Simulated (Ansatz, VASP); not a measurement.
ScHO2: VASP beside Ansatz

File INCAR:

```
SYSTEM = ScHO2
PREC = Accurate ; ENCUT = 520
EDIFF = 1E-6 ; ISMEAR = 0
SIGMA = 0.05 ; LREAL = .FALSE.
LASPH = .TRUE. ; NELM = 100
ALGO = Normal ; ISIF = 2
LWAVE = .FALSE. ; LCHARG = .FALSE.
GGA = PS ; NBANDS = 20
```

Contents of KPOINTS:

```
regular mesh
0
G
  9 9 9
  0 0 0
```

File POSCAR:

```
ScHO2
1.0
    1.5660371824      0.9041519888      4.8281629144
   -1.5660371824      0.9041519888      4.8281629144
    0.0000000000     -1.8083039777      4.8281629144
Sc H O
1 1 2
Direct
    0.0000000000      0.0000000000      0.0000000000
    0.5000000000      0.5000000000      0.5000000000
    0.5897010000      0.5897010000      0.5897010000
    0.4102990000      0.4102990000      0.4102990000
```

Input for Ansatz:

```yaml
crystal:
  lattice:
    - [1.5660371824, 0.9041519888, 4.8281629144]
    - [-1.5660371824, 0.9041519888, 4.8281629144]
    - [0.0, -1.8083039777, 4.8281629144]
  atoms:
    - { symbol: Sc, position: [0.0, 0.0, 0.0] }
    - { symbol: H, position: [0.5, 0.5, 0.5] }
    - { symbol: O, position: [0.589701, 0.589701, 0.589701] }
    - { symbol: O, position: [0.410299, 0.410299, 0.410299] }
basis:
  ecutwfc: 420
kpoints:
  mp_grid: { grid: [9, 9, 9] }
hamiltonian:
  xc: pbesol
scf:
  occupations: { method: gaussian, width: 0.05 }
output:
  forces: true
  stress: true
  eigenvalues: true
```

Alike in both runs: task single point; functional PBEsol; k mesh 9 × 9 × 9; occupations gaussian, width 0.05 eV; no spin polarisation.

|  | VASP | Ansatz |
| --- | --- | --- |
| version | VASP 6.6.1 | Ansatz 0.2.0 |
| potentials or method | VASP PAW PBE potentials, release 64 (Sc_sv, H, O) | scalar-relativistic, plane waves, PAW |
| plane-wave cutoff (eV) | 520 | 420 |
| valence electrons in the cell | 24 | 24 |

```csv
,VASP,Ansatz,Ansatz less VASP
gap on the k mesh at the Fermi level (eV),3.83,3.86,+0.030
least direct gap on the mesh (eV),4.53,4.56,+0.021
pressure (GPa),-6.1,-6.7,-0.66
largest component of the traceless stress (GPa),18.79,18.69,-0.108
rms of the force components (eV/Å),0.276,0.245,-0.0309
```

Atom by atom the forces differ by 0.031 eV/Å (rms over components).

Caveats: the PAW data sets were made with another functional, which shifts forces and pressure a little (VASP); an odd mesh through Γ misses points on the zone boundary, where band edges often lie. As with any semilocal functional, this PBEsol gap is likely too small.
